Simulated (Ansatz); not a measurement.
# TiTe2 (P-1) in Ansatz: notebook

One crystal, TiTe2, is run at these levels: PBE; tasks: single point.

Program: Ansatz 0.2.0. These are calculated values, not measurements. Logs are shortened: lines on timing, memory, paths and dates and some standing lists are left out, and cuts for length are marked.

**1. The crystal as given**

The typed cell holds 3 atoms: a = 3.778 Å, b = 3.843 Å, c = 6.498 Å, α = 90.00°, β = 90.00°, γ = 121.71°.

**2. Single point, PBE, 26.75 Å³/atom**

input.yaml

```yaml
crystal:
  lattice:
    - [3.777, -0.07554, 0.0]
    - [-1.953919559, 3.3087479501, 0.0]
    - [0.0, 0.0, 6.498]
  atoms:
    - { symbol: Te, position: [0.3333333333, 0.6666666667, 0.7372] }
    - { symbol: Te, position: [0.6666666667, 0.3333333333, 0.2628] }
    - { symbol: Ti, position: [0.0, 0.0, 0.0] }
hamiltonian:
  xc: pbe
  pseudopotentials: { kind: paw }
kpoints:
  mp_grid: { grid: [7, 7, 4] }
scf:
  occupations: { method: fermi_dirac, width: 0.05 }
output:
  forces: true
  stress: true
  eigenvalues: true
```

Potentials or basis: Ansatz PAW.

Run with:

```console
$ ansatz run input.yaml --threads 2 --pin off --max-ram 5632MiB --backend cpu --events-out ev --progress --plain --runs-dir out
```

Output:

```text
Warning: RAYON_NUM_THREADS=2 ignored (pool sized by the plan → 2); use --threads N
Engine: ansatz 0.2.0, aarch64-unknown-linux-gnu
Pseudopotentials: kind: paw
Pseudopotential: Te, paw, valence charge 16, recommended cutoff 420 eV (normal), Te.paw.azcp
Pseudopotential: Ti, paw, valence charge 12, recommended cutoff 420 eV (normal), Ti.paw.azcp
Functional definition: PBE
  parameter kappa = 0.804
  parameter beta = 0.06672455060314922
  exchange = pbe_x(kappa = kappa, mu = beta*pi^2/3)
  correlation = pbe_c(beta = beta)
Crystal: 3 atoms, lattice volume = 80.247 Å³
Basis set: ecut = 420 eV, 1591 PW (Γ), exchange–correlation on 54×54×90 points (8 copies of the dense FFT grid, shifted against one another)
Bands: 27, of which v1, the nominal top of the filled ones, is band 22 counted from 1 (21 counted from 0)
Symmetry: 2 space group operations
Space group: P-1 (ITA 2), of the structure as read, at distance tolerance 4.3e-5 Å
k-points: 99 of 196
Non-local potential: Te, projectors of the file, l = 0: 2, l = 1: 2, l = 2: 2, l = 3: 2
Non-local potential: Ti, projectors of the file, l = 0: 3, l = 1: 2, l = 2: 3, l = 3: 1
PAW form: soft (Blöchl's): semilocal exchange-correlation on the pseudo side does not see the compensation charge
PAW one-centre angular grid: Te, 590 points (default); XC on 64 Gauss nodes
PAW one-centre angular grid: Ti, 590 points (default); XC on 64 Gauss nodes
Initial density: superposition of atomic densities (neutral atoms: chi_scale 0, normalization atom), corrected by the library's trained network
Initial wavefunctions: pseudopotential atomic-orbital guess
Functional: x = pbe(κ = 0.804, μ = 0.2195149727645171), c = pbe(β = 0.06672455060314922)
SCF iter   1: F=—  HF=-16461.669334 eV  |F-HF|=—  |Δ(HF+E_count)|=         —  Δρ=2.97e-3  dr2=1.12e-2  ethr=1.77e-3  ⟨swp⟩=6.0  Hψ=11945  notcnv=0
preconditioner: auto → LDOS  [metal: Δε(μ)=0.023 eV  Ē_g=6.315 eV  σ=0.050 eV  W_gap=0.11  n_scr=22 (ndim 8)  ℏωp=16.6 eV  f_vac=0.014  D(μ)=1.36/eV (n_scr^D=2)  β→1.0]
SCF iter   2: F=—  HF=-16461.669717 eV  |F-HF|=—  |Δ(HF+E_count)|=   3.83e-4  Δρ=3.18e-3  dr2=1.49e-2  ethr=2.55e-5  ⟨swp⟩=2.0  Hψ=6039  notcnv=0
SCF iter   3: F=—  HF=-16461.667895 eV  |F-HF|=—  |Δ(HF+E_count)|=   1.82e-3  Δρ=6.26e-4  dr2=6.01e-4  ethr=2.55e-5  ⟨swp⟩=2.8  Hψ=4311  notcnv=0
SCF iter   4: F=—  HF=-16461.667830 eV  |F-HF|=—  |Δ(HF+E_count)|=   6.52e-5  Δρ=8.20e-5  dr2=8.62e-6  ethr=1.37e-6  ⟨swp⟩=1.2  Hψ=2702  notcnv=0
SCF iter   5: F=—  HF=-16461.667817 eV  |F-HF|=—  |Δ(HF+E_count)|=   1.34e-5  Δρ=3.41e-5  dr2=2.46e-6  ethr=1.96e-8  ⟨swp⟩=2.1  Hψ=4772  notcnv=0
SCF iter   6: F=-16461.667816 eV  HF=-16461.667816 eV  |F-HF|=1.99e-8  |Δ(HF+E_count)|=   3.93e-7  Δρ=7.69e-6  dr2=3.07e-8  ethr=2.27e-10  ⟨swp⟩=4.9  Hψ=12456  notcnv=0
SCF 1 converged in 6 iterations: F = -16461.667816 eV  dr2 = 3.07e-8
SCF converged after 6 iterations
Free energy (F): -16461.667816 eV
Harris-Foulkes:  -16461.667816 eV  (|F-HF|=1.99e-8)
Internal energy: -16461.656495 eV  (E = F + TS)
E sigma→0 (E₀):  -16461.662156 eV
Entropy (-TS):   -0.011321 eV (-3.774 meV/atom)
Fermi energy:    10.275832 eV
--- Per-component energies (eV) ---
  E_band       = -668.109211
  E_kinetic    = 633.225520
  E_local      = -3434.212120  (includes V_loc(G=0)·N_el)
  E_nonlocal   = -611.942467
  E_hartree    = 2003.505072
  E_xc         = -346.547382
  E_vxc        = -330.952203  (∫ρ·V_xc dr)
  E_paw        = -10372.618020  (= ΣΔE_a)
  E_vpaw       = -931.243158  (= ΣTr[D̂ρ^β])
  E_aug_tail   = -0.000233  (compensation charges beyond the density's cutoff)
  E_ewald      = -4333.066867
  E_smearing   = -0.011321  (= −TS)
  E_closure    = 0.000000  (closes the sum)
  Σ components = -16461.667816   (vs F -16461.667816, Δ=0.00e0)
--- Forces (eV/Å), atoms counted from 1 ---
  atom   1  Te    -0.09056578    -0.00431748    -0.00980535
  atom   2  Te     0.09056578     0.00431748     0.00980535
  atom   3  Ti     0.00000000     0.00000000     0.00000000
  max |Σ_I F_I| component: 0.00e0 eV/Å
--- Stress (GPa, compression-positive) ---
        0.878513       1.390740       0.771758
        1.390740       0.716939       0.045312
        0.771758       0.045312       1.264440
  P = ⅓ Tr σ = 0.9533 GPa (9.533 kbar)
--- Band table (eV; the first three rows and the last of 99) ---
  k-point 0: bands = ["-47.1743", "-26.2395", "-26.2358", "-26.2358", "-26.2315", "-26.2188", "-26.2172", "-26.2128", "-26.2111", "-26.2078", "-26.2058", "-23.4427", "-23.4179", "-23.3881", "-2.1348", "-0.6306", "5.0497", "8.5007", "8.7079", "10.5941", "10.6491", "10.7540", "10.8408", "11.2008", "11.4919", "13.2408", "13.4321"]
  k-point 1: bands = ["-47.1743", "-26.2408", "-26.2370", "-26.2347", "-26.2307", "-26.2184", "-26.2171", "-26.2125", "-26.2112", "-26.2075", "-26.2060", "-23.4427", "-23.4179", "-23.3881", "-1.9738", "-0.9247", "5.6889", "8.5362", "8.7411", "9.2570", "10.6108", "10.7443", "11.0352", "11.2246", "11.3247", "13.4622", "13.6516"]
  k-point 2: bands = ["-47.1743", "-26.2416", "-26.2379", "-26.2339", "-26.2302", "-26.2179", "-26.2172", "-26.2120", "-26.2116", "-26.2069", "-26.2066", "-23.4427", "-23.4179", "-23.3881", "-1.6203", "-1.3985", "6.9734", "7.6305", "8.5759", "8.7791", "10.6050", "10.7402", "10.8861", "11.1736", "11.2995", "13.6751", "13.8586"]
  k-point 98: bands = ["-47.1718", "-26.2384", "-26.2351", "-26.2310", "-26.2287", "-26.2219", "-26.2182", "-26.2121", "-26.2102", "-26.2028", "-26.2013", "-23.4663", "-23.4401", "-23.3767", "-0.6641", "-0.2209", "6.1876", "6.5411", "7.6555", "8.0466", "8.2213", "8.7392", "10.9366", "11.3274", "11.6421", "12.5796", "13.6506"]
```

Run time: 5.5 s. Hardware: 2 threads of Arm Neoverse V1, shared host; peak memory 0.46 GiB.

What came out:

```yaml
Free_energy: -16461.6678 eV
Pressure: 1.0 GPa
Largest_force: 0.091 eV/Å
Band_gap_on_the_k_mesh: none (metal or under the smearing width)
```

**3. Single point, PBE, 26.76 Å³/atom**

input.yaml, as its differences from that of step 2:

```diff
@@ -2,4 +2,4 @@
   lattice:
-    - [3.777, -0.07554, 0.0]
-    - [-1.953919559, 3.3087479501, 0.0]
+    - [3.777, -0.03777, 0.0]
+    - [-1.9212097795, 3.2898629501, 0.0]
     - [0.0, 0.0, 6.498]
```

Potentials or basis: Ansatz PAW.

Run with:

```console
$ ansatz run input.yaml --threads 2 --pin off --max-ram 5632MiB --backend cpu --events-out ev --progress --plain --runs-dir out
```

Wall time 5.6 s (2 threads of Arm Neoverse V1, shared host); peak memory 0.46 GiB.

It converged, with:

```
Free energy            : -16461.6784 eV
Pressure               : 0.9 GPa
Largest force          : 0.046 eV/Å
Band gap on the k mesh : none (metal or under the smearing width)
```
